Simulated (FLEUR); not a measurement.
# HfB2 (P6/mmm) in FLEUR: notebook

One crystal, HfB2, is run at these levels: r2SCAN; tasks: band structure, equation of state.

Program: FLEUR MaX-R8.1 (later development tree). These are calculated values, not measurements. Logs are shortened: lines on timing, memory, paths and dates and some standing lists are left out, and cuts for length are marked.

### 1 The crystal as given

It takes space group P6/mmm (No. 191, hexagonal). Conventional cell: a = 3.140 Å, b = 3.140 Å, c = 3.480 Å, α = 90.00°, β = 90.00°, γ = 120.00°. Hf (site symmetry 6/mmm) is surrounded by 12 B at 2.51 Å. B (site symmetry -6m2) is surrounded by 3 B at 1.81 Å.

### 2 Band structure, r2SCAN

Input file inp.xml:

```xml
<?xml version="1.0" encoding="UTF-8" standalone="no"?>
<fleurInput fleurInputVersion="0.39">
   <comment>
      HfB2                                                                                                
   </comment>
   <calculationSetup>
      <cutoffs Kmax="4.53" Gmax="14.0" GmaxXC="14.0" numbands="0"/>
      <scfLoop itmax="80" minDistance="0.0001" maxIterBroyd="30" imix="Anderson" alpha="0.05" precondParam="0.0" spinf="2.0" sdNocoIR="T"/>
      <coreElectrons ctail="F" frcor="F" kcrel="0" coretail_lmax="0"/>
      <xcFunctional name="LibXC" relativisticCorrections="F">
         <LibXCName exchange="mgga_x_r2scan" correlation="mgga_c_r2scan"/>
         <AuxGGA exchange="117" correlation="130"/>
      </xcFunctional>
      <magnetism jspins="1"/>
      <soc l_soc="F" theta="0.0" phi="0.0" spav="F"/>
      <expertModes spex="0" secvar="F"/>
      <geometryOptimization l_f="F" forcealpha="1.0" forcemix="BFGS" epsdisp="0.00001" epsforce="0.00001"/>
      <ldaU l_linMix="F" mixParam="0.05" spinf="1.0"/>
   </calculationSetup>
   <cell>
      <bzIntegration valenceElectrons="32.0" mode="hist" fermiSmearingEnergy="0.00183747">
         <kPointListSelection listName="default-1"/>
         <!-- k-points included here -->
         <xi:include xmlns:xi="http://www.w3.org/2001/XInclude" href="kpts.xml"> </xi:include>
      </bzIntegration>
[... 34 lines left out ...]
         </electronConfig>
         <energyParameters s="2" p="2" d="3" f="4"/>
         <lo type="SCLO" l="0" n="2" eDeriv="2"/>
         <lo type="SCLO" l="1" n="2" eDeriv="2"/>
         <lo type="SCLO" l="2" n="3" eDeriv="2"/>
      </species>
   </atomSpecies>
   <atomGroups>
      <atomGroup species="Hafnium (Hf)">
         <relPos label="                   1">.0000000000 .0000000000 .0000000000</relPos>
         <force calculate="T" relaxXYZ="TTT"/>
      </atomGroup>
      <atomGroup species="Boron (B)">
         <relPos label="                   2">-1.000/3.000 1.000/3.000 1.000/2.000</relPos>
         <relPos label="                   3">1.000/3.000 -1.000/3.000 1.000/2.000</relPos>
         <force calculate="T" relaxXYZ="TTT"/>
      </atomGroup>
   </atomGroups>
   <output dos="F" band="F" slice="F">
      <checks vchk="F" cdinf="F"/>
      <bandDOS minEnergy="-.5*Htr" maxEnergy="0.5*Htr" sigma="0.015" storeEVData="T"/>
      <vacuumDOS vacdos="F" integ="F" star="F" nstars="0" locx1="0.0" locy1="0.0" locx2="0.0" locy2="0.0" nstm="0" tworkf="0.0"/>
      <unfoldingBand unfoldBand="F" supercellX="1" supercellY="1" supercellZ="1"/>
      <plotting iplot="0" polar="F">
         <plot TwoD="T" vec1="  1.0  0.0  0.0" vec2="  0.0  1.0  0.0" vec3="  0.0  0.0  1.0" zero="  0.0  0.0  0.0" file="plot"/>
      </plotting>
      <chargeDensitySlicing numkpt="0" minEigenval="0.0" maxEigenval="0.0" nnne="0" pallst="F"/>
      <specialOutput eonly="F"/>
      <moessbauerParams electricFieldGradient="T" isomerShift="T" coreHyperfine="T" valenceHyperfine="T"/>
      <magneticCircularDichroism mcd="F" energyLo="-10.0" energyUp="0.0"/>
   </output>
  <!-- We include the file relax.xml here to enable relaxations (see documentation) -->
  <xi:include xmlns:xi="http://www.w3.org/2001/XInclude" href="relax.xml"> <xi:fallback/> </xi:include>
</fleurInput>
```

Input file crystal.txt:

```
HfB2
&input cartesian=F /
3.1400000000  0.0000000000  0.0000000000
-1.5700000000  2.7193197679  0.0000000000
0.0000000000  0.0000000000  3.4800000000
1.8897261246
1.0 1.0 1.0

3
72 0.0000000000  0.0000000000  0.0000000000
5 0.6666666667  0.3333333333  0.5000000000
5 0.3333333333  0.6666666667  0.5000000000

&kpt div1=10 div2=10 div3=8 gamma=T /
```

Input file inp.xml (bands):

```
<?xml version="1.0" encoding="UTF-8" standalone="no"?>
<fleurInput fleurInputVersion="0.39">
   <comment>
      HfB2                                                                                                
   </comment>
   <calculationSetup>
      <cutoffs Kmax="4.53" Gmax="14.0" GmaxXC="14.0" numbands="0"/>
      <scfLoop itmax="80" minDistance="0.0001" maxIterBroyd="30" imix="Anderson" alpha="0.05" precondParam="0.0" spinf="2.0" sdNocoIR="T"/>
      <coreElectrons ctail="F" frcor="F" kcrel="0" coretail_lmax="0"/>
      <xcFunctional name="LibXC" relativisticCorrections="F">
         <LibXCName exchange="mgga_x_r2scan" correlation="mgga_c_r2scan"/>
         <AuxGGA exchange="117" correlation="130"/>
      </xcFunctional>
      <magnetism jspins="1"/>
      <soc l_soc="F" theta="0.0" phi="0.0" spav="F"/>
      <expertModes spex="0" secvar="F"/>
      <geometryOptimization l_f="F" forcealpha="1.0" forcemix="BFGS" epsdisp="0.00001" epsforce="0.00001"/>
      <ldaU l_linMix="F" mixParam="0.05" spinf="1.0"/>
   </calculationSetup>
   <cell>
      <bzIntegration valenceElectrons="32.0" mode="hist" fermiSmearingEnergy="0.00183747">
         <kPointListSelection listName="path-1"/>
         <!-- k-points included here -->
         <xi:include xmlns:xi="http://www.w3.org/2001/XInclude" href="kpts.xml"> </xi:include>
      </bzIntegration>
      <!-- symmetry operations included here -->
[... 33 lines left out ...]
         </electronConfig>
         <energyParameters s="2" p="2" d="3" f="4"/>
         <lo type="SCLO" l="0" n="2" eDeriv="2"/>
         <lo type="SCLO" l="1" n="2" eDeriv="2"/>
         <lo type="SCLO" l="2" n="3" eDeriv="2"/>
      </species>
   </atomSpecies>
   <atomGroups>
      <atomGroup species="Hafnium (Hf)">
         <relPos label="                   1">.0000000000 .0000000000 .0000000000</relPos>
         <force calculate="T" relaxXYZ="TTT"/>
      </atomGroup>
      <atomGroup species="Boron (B)">
         <relPos label="                   2">-1.000/3.000 1.000/3.000 1.000/2.000</relPos>
         <relPos label="                   3">1.000/3.000 -1.000/3.000 1.000/2.000</relPos>
         <force calculate="T" relaxXYZ="TTT"/>
      </atomGroup>
   </atomGroups>
   <output dos="F" band="T" slice="F">
      <checks vchk="F" cdinf="F"/>
      <bandDOS minEnergy="-.5*Htr" maxEnergy="0.5*Htr" sigma="0.015" storeEVData="T"/>
      <vacuumDOS vacdos="F" integ="F" star="F" nstars="0" locx1="0.0" locy1="0.0" locx2="0.0" locy2="0.0" nstm="0" tworkf="0.0"/>
      <unfoldingBand unfoldBand="F" supercellX="1" supercellY="1" supercellZ="1"/>
      <plotting iplot="0" polar="F">
         <plot TwoD="T" vec1="  1.0  0.0  0.0" vec2="  0.0  1.0  0.0" vec3="  0.0  0.0  1.0" zero="  0.0  0.0  0.0" file="plot"/>
      </plotting>
      <chargeDensitySlicing numkpt="0" minEigenval="0.0" maxEigenval="0.0" nnne="0" pallst="F"/>
      <specialOutput eonly="F"/>
      <moessbauerParams electricFieldGradient="T" isomerShift="T" coreHyperfine="T" valenceHyperfine="T"/>
      <magneticCircularDichroism mcd="F" energyLo="-10.0" energyUp="0.0"/>
   </output>
  <!-- We include the file relax.xml here to enable relaxations (see documentation) -->
  <xi:include xmlns:xi="http://www.w3.org/2001/XInclude" href="relax.xml"> <xi:fallback/> </xi:include>
</fleurInput>
```

Potentials or basis: all-electron, FLAPW.

Command:

```sh
inpgen -f crystal.txt -profile fastHighL
# inp.xml edited to the form shown
fleur_MPI
fleur_MPI   # second run, on inp.xml (bands)
```

Output:

```text
Welcome to FLEUR        (www.flapw.de)
      MaX-Release 8.1          (www.max-centre.eu)
 func_ids         498         497         498         497
 MetaGGA potential functional detected - V_tau will be computed
 Auxiliary Potential for radial basis: exchange=         117  correlation=         130
The functional 'Re-regularized SCAN exchange by Furness et al' is an exchange functional, it belongs to the 'MGGA' family and is defined in the reference(s):
[1] J. W. Furness, A. D. Kaplan, J. Ning, J. P. Perdew, and J. Sun.,  J. Phys. Chem. Lett. 11, 8208-8215 (2020)
[2] J. W. Furness, A. D. Kaplan, J. Ning, J. P. Perdew, and J. Sun.,  J. Phys. Chem. Lett. 11, 9248-9248 (2020)
The functional 'Re-regularized SCAN correlation by Furness et al' is a correlation functional, it belongs to the 'MGGA' family and is defined in the reference(s):
[1] J. W. Furness, A. D. Kaplan, J. Ning, J. P. Perdew, and J. Sun.,  J. Phys. Chem. Lett. 11, 8208-8215 (2020)
[2] J. W. Furness, A. D. Kaplan, J. Ning, J. P. Perdew, and J. Sun.,  J. Phys. Chem. Lett. 11, 9248-9248 (2020)
 Using same functional for VXC and EXC

 ========== k-point set info ==========
 Selected k-point list: default-1
 k-point list type: mesh
 10 x 10 x 8
 Number of k points: 70

 ------------Calculation Setup---------------------------
 Number of MPI-tasks      :            1
 Number of PE/node        :            1
 Number of OMP-threads    :            1
 Most efficient MPI parallelization for:
           1           2           5           7          10          14          35          70
 Additional eigenvalue parallelization possible
 Number of basis functions:          411
 Approximate size of matrices (H+S) per k-point:         0.003 GB
 --------------------------------------------------------
The functional 'Hammer, Hansen, and Norskov' is an exchange functional, it belongs to the 'GGA' family and is defined in the reference(s):
[1] B. Hammer, L. B. Hansen, and J. K. Nørskov.,  Phys. Rev. B 59, 7413 (1999)
The functional 'Perdew, Burke & Ernzerhof' is a correlation functional, it belongs to the 'GGA' family and is defined in the reference(s):
[1] J. P. Perdew, K. Burke, and M. Ernzerhof.,  Phys. Rev. Lett. 77, 3865 (1996)
[2] J. P. Perdew, K. Burke, and M. Ernzerhof.,  Phys. Rev. Lett. 78, 1396 (1997)
 Using same functional for VXC and EXC
 Using auxiliary GGA potential for the first iteration of MetaGGA calculation.
Nuclear radius smaller than smallest radial mesh point for atom type 2 -- skipping its core isomer shift
Nuclear radius smaller than smallest radial mesh point for atom type 2 -- skipping its isomer shift
 Reset of history
 Reset of history
 Iteration:     1   Distance:      43.05672720 me/bohr^3
The functional 'Hammer, Hansen, and Norskov' is an exchange functional, it belongs to the 'GGA' family and is defined in the reference(s):
[1] B. Hammer, L. B. Hansen, and J. K. Nørskov.,  Phys. Rev. B 59, 7413 (1999)
The functional 'Perdew, Burke & Ernzerhof' is a correlation functional, it belongs to the 'GGA' family and is defined in the reference(s):
[1] J. P. Perdew, K. Burke, and M. Ernzerhof.,  Phys. Rev. Lett. 77, 3865 (1996)
[2] J. P. Perdew, K. Burke, and M. Ernzerhof.,  Phys. Rev. Lett. 78, 1396 (1997)
 Using same functional for VXC and EXC
Nuclear radius smaller than smallest radial mesh point for atom type 2 -- skipping its core isomer shift
Nuclear radius smaller than smallest radial mesh point for atom type 2 -- skipping its isomer shift
 Iteration:     2   Distance:      40.19785856 me/bohr^3
The functional 'Hammer, Hansen, and Norskov' is an exchange functional, it belongs to the 'GGA' family and is defined in the reference(s):
[1] B. Hammer, L. B. Hansen, and J. K. Nørskov.,  Phys. Rev. B 59, 7413 (1999)
The functional 'Perdew, Burke & Ernzerhof' is a correlation functional, it belongs to the 'GGA' family and is defined in the reference(s):
[1] J. P. Perdew, K. Burke, and M. Ernzerhof.,  Phys. Rev. Lett. 77, 3865 (1996)
[... 7 lines left out ...]
The functional 'Perdew, Burke & Ernzerhof' is a correlation functional, it belongs to the 'GGA' family and is defined in the reference(s):
[1] J. P. Perdew, K. Burke, and M. Ernzerhof.,  Phys. Rev. Lett. 77, 3865 (1996)
[2] J. P. Perdew, K. Burke, and M. Ernzerhof.,  Phys. Rev. Lett. 78, 1396 (1997)
 Using same functional for VXC and EXC
Nuclear radius smaller than smallest radial mesh point for atom type 2 -- skipping its core isomer shift
Nuclear radius smaller than smallest radial mesh point for atom type 2 -- skipping its isomer shift
 Iteration:     4   Distance:      14.15300836 me/bohr^3
The functional 'Hammer, Hansen, and Norskov' is an exchange functional, it belongs to the 'GGA' family and is defined in the reference(s):
[1] B. Hammer, L. B. Hansen, and J. K. Nørskov.,  Phys. Rev. B 59, 7413 (1999)
The functional 'Perdew, Burke & Ernzerhof' is a correlation functional, it belongs to the 'GGA' family and is defined in the reference(s):
[1] J. P. Perdew, K. Burke, and M. Ernzerhof.,  Phys. Rev. Lett. 77, 3865 (1996)
[2] J. P. Perdew, K. Burke, and M. Ernzerhof.,  Phys. Rev. Lett. 78, 1396 (1997)
 Using same functional for VXC and EXC
Nuclear radius smaller than smallest radial mesh point for atom type 2 -- skipping its core isomer shift
Nuclear radius smaller than smallest radial mesh point for atom type 2 -- skipping its isomer shift
 Iteration:     5   Distance:       6.22169392 me/bohr^3
The functional 'Hammer, Hansen, and Norskov' is an exchange functional, it belongs to the 'GGA' family and is defined in the reference(s):
[1] B. Hammer, L. B. Hansen, and J. K. Nørskov.,  Phys. Rev. B 59, 7413 (1999)
The functional 'Perdew, Burke & Ernzerhof' is a correlation functional, it belongs to the 'GGA' family and is defined in the reference(s):
[1] J. P. Perdew, K. Burke, and M. Ernzerhof.,  Phys. Rev. Lett. 77, 3865 (1996)
[2] J. P. Perdew, K. Burke, and M. Ernzerhof.,  Phys. Rev. Lett. 78, 1396 (1997)
[... 72 lines left out ...]
 Using same functional for VXC and EXC
Nuclear radius smaller than smallest radial mesh point for atom type 2 -- skipping its core isomer shift
Nuclear radius smaller than smallest radial mesh point for atom type 2 -- skipping its isomer shift
 Iteration:    14   Distance:       0.00032847 me/bohr^3
The functional 'Hammer, Hansen, and Norskov' is an exchange functional, it belongs to the 'GGA' family and is defined in the reference(s):
[1] B. Hammer, L. B. Hansen, and J. K. Nørskov.,  Phys. Rev. B 59, 7413 (1999)
The functional 'Perdew, Burke & Ernzerhof' is a correlation functional, it belongs to the 'GGA' family and is defined in the reference(s):
[1] J. P. Perdew, K. Burke, and M. Ernzerhof.,  Phys. Rev. Lett. 77, 3865 (1996)
[2] J. P. Perdew, K. Burke, and M. Ernzerhof.,  Phys. Rev. Lett. 78, 1396 (1997)
 Using same functional for VXC and EXC
Nuclear radius smaller than smallest radial mesh point for atom type 2 -- skipping its core isomer shift
Nuclear radius smaller than smallest radial mesh point for atom type 2 -- skipping its isomer shift
 Iteration:    15   Distance:       0.00022731 me/bohr^3
The functional 'Hammer, Hansen, and Norskov' is an exchange functional, it belongs to the 'GGA' family and is defined in the reference(s):
[1] B. Hammer, L. B. Hansen, and J. K. Nørskov.,  Phys. Rev. B 59, 7413 (1999)
The functional 'Perdew, Burke & Ernzerhof' is a correlation functional, it belongs to the 'GGA' family and is defined in the reference(s):
[1] J. P. Perdew, K. Burke, and M. Ernzerhof.,  Phys. Rev. Lett. 77, 3865 (1996)
[2] J. P. Perdew, K. Burke, and M. Ernzerhof.,  Phys. Rev. Lett. 78, 1396 (1997)
 Using same functional for VXC and EXC
Nuclear radius smaller than smallest radial mesh point for atom type 2 -- skipping its core isomer shift
Nuclear radius smaller than smallest radial mesh point for atom type 2 -- skipping its isomer shift
 Iteration:    16   Distance:       0.00010568 me/bohr^3
The functional 'Hammer, Hansen, and Norskov' is an exchange functional, it belongs to the 'GGA' family and is defined in the reference(s):
[1] B. Hammer, L. B. Hansen, and J. K. Nørskov.,  Phys. Rev. B 59, 7413 (1999)
The functional 'Perdew, Burke & Ernzerhof' is a correlation functional, it belongs to the 'GGA' family and is defined in the reference(s):
[1] J. P. Perdew, K. Burke, and M. Ernzerhof.,  Phys. Rev. Lett. 77, 3865 (1996)
[2] J. P. Perdew, K. Burke, and M. Ernzerhof.,  Phys. Rev. Lett. 78, 1396 (1997)
 Using same functional for VXC and EXC
Nuclear radius smaller than smallest radial mesh point for atom type 2 -- skipping its core isomer shift
Nuclear radius smaller than smallest radial mesh point for atom type 2 -- skipping its isomer shift
 Iteration:    17   Distance:       0.00000807 me/bohr^3

 ********************************************************************
 Run finished successfully
 Stop message:
   all done
 ********************************************************************
```

It took 75 s on 1 thread of Intel Xeon Platinum 8559C (Emerald Rapids), shared host; peak memory 0.09 GiB.

Results:

- Free energy: -412157.4050 eV
- Band gap along the path: none (metal or under the smearing width)
- Valence electrons inside the program's atomic spheres: Hf 24.45; B 1.54 (radii Hf 2.66, B 1.59 bohr)

Levels at the corners of the path, in eV from the Fermi level:
```tsv
point	band 14	band 15	band 16	band 17	band 18	band 19
Γ	-2.99	-2.99	-2.93	4.31	4.31	4.99
M	-4.28	-3.56	-2.92	2.31	2.94	5.91
K	-8.04	-2.65	-2.65	1.87	1.87	3.74
Γ	-2.99	-2.99	-2.93	4.31	4.31	4.99
A	-1.15	-1.15	0.42	0.42	1.13	1.13
L	-5.18	-4.90	-2.92	4.23	4.49	6.53
H	-5.81	-3.38	-3.38	4.89	5.82	7.26
A	-1.15	-1.15	0.42	0.42	1.13	1.13
L	-5.18	-4.90	-2.92	4.23	4.49	6.53
M	-4.28	-3.56	-2.92	2.31	2.94	5.91
K	-8.04	-2.65	-2.65	1.87	1.87	3.74
H	-5.81	-3.38	-3.38	4.89	5.82	7.26
```

Core levels (eV from the Fermi level):
```csv
atom,levels
1 Hf,"1s1/2 -65198.6, 2s1/2 -11138.6, 2p1/2 -10636.0, 2p3/2 -9444.1, 3s1/2 -2533.8, 3p1/2 -2311.4, 3p3/2 -2055.9, 4s1/2 -506.2, 3d3/2 -1680.4, 3d5/2 -1624.7, 4p1/2 -415.1, 4p3/2 -356.7, 4d3/2 -207.3, 4d5/2 -196.6"
2 B,1s1/2 -173.9
3 B,1s1/2 -173.9
```

Caveat: the meta-GGA is that of a development version, with a GGA for the radial functions and cores and without core tails; spin-orbit coupling is left out, which moves the levels of the heavy elements.

### 3 Equation of state, r2SCAN, 9.31 Å³/atom (volume scaled by 0.94)

Changes to inp.xml since step 2:

```diff
@@ -6,3 +6,3 @@
    <calculationSetup>
-      <cutoffs Kmax="4.53" Gmax="14.0" GmaxXC="14.0" numbands="0"/>
+      <cutoffs Kmax="4.68" Gmax="14.5" GmaxXC="14.5" numbands="0"/>
       <scfLoop itmax="80" minDistance="0.0001" maxIterBroyd="30" imix="Anderson" alpha="0.05" precondParam="0.0" spinf="2.0" sdNocoIR="T"/>
@@ -27,3 +27,3 @@
       <xi:include xmlns:xi="http://www.w3.org/2001/XInclude" href="sym.xml"> </xi:include>
-      <bulkLattice scale="1.0">
+      <bulkLattice scale="0.9795861087">
          <bravaisMatrix>
@@ -52,3 +52,3 @@
       <species name="Boron (B)" element="B" atomicNumber="5">
-         <mtSphere radius="1.59" gridPoints="527" logIncrement="0.019"/>
+         <mtSphere radius="1.54" gridPoints="527" logIncrement="0.019"/>
          <atomicCutoffs lmax="8" lnonsphr="8"/>
```

Potentials or basis: all-electron, FLAPW.

Command:

```sh
inpgen -f crystal.txt -profile fastHighL
# inp.xml edited to the form shown
fleur_MPI
```

Run time: 79 s. Hardware: 1 thread of Intel Xeon Platinum 8559C (Emerald Rapids), shared host; peak memory 0.09 GiB.

The run converged. Its results:

* Free energy: -412157.3202 eV
* Band gap on the k mesh: none (metal or under the smearing width)
* Valence electrons inside the program's atomic spheres: Hf 24.63; B 1.48 (radii Hf 2.66, B 1.54 bohr)

Caveat: the meta-GGA is that of a development version, with a GGA for the radial functions and cores and without core tails.

### 4 Equation of state, r2SCAN, 9.51 Å³/atom (volume scaled by 0.96)

Changes to inp.xml since step 3:

```diff
@@ -27,3 +27,3 @@
       <xi:include xmlns:xi="http://www.w3.org/2001/XInclude" href="sym.xml"> </xi:include>
-      <bulkLattice scale="0.9795861087">
+      <bulkLattice scale="0.9864848297">
          <bravaisMatrix>
```

Command:

```sh
inpgen -f crystal.txt -profile fastHighL
# inp.xml edited to the form shown
fleur_MPI
```

Wall time 65 s (1 thread of Intel Xeon Platinum 8559C (Emerald Rapids), shared host); peak memory 0.09 GiB.

It converged, with:

```
Free energy                                           : -412157.3718 eV
Band gap on the k mesh                                : none (metal or under the smearing width)
Valence electrons inside the program's atomic spheres : Hf 24.57; B 1.46 (radii Hf 2.66, B 1.54 bohr)
```

Caveat: the meta-GGA is that of a development version, with a GGA for the radial functions and cores and without core tails.

### 5 Equation of state, r2SCAN, 9.90 Å³/atom

Changes to inp.xml since step 4:

```diff
@@ -27,3 +27,3 @@
       <xi:include xmlns:xi="http://www.w3.org/2001/XInclude" href="sym.xml"> </xi:include>
-      <bulkLattice scale="0.9864848297">
+      <bulkLattice scale="1.0000000000">
          <bravaisMatrix>
```

Command:

```sh
inpgen -f crystal.txt -profile fastHighL
# inp.xml edited to the form shown
fleur_MPI
```

Run time: 66 s. Hardware: 1 thread of Intel Xeon Platinum 8559C (Emerald Rapids), shared host; peak memory 0.09 GiB.

The run converged. Its results:

```
Free energy                                           : -412157.4079 eV
Band gap on the k mesh                                : none (metal or under the smearing width)
Valence electrons inside the program's atomic spheres : Hf 24.45; B 1.42 (radii Hf 2.66, B 1.54 bohr)
```

Caveat: the meta-GGA is that of a development version, with a GGA for the radial functions and cores and without core tails.

(Part 1 of 2 ends here.)
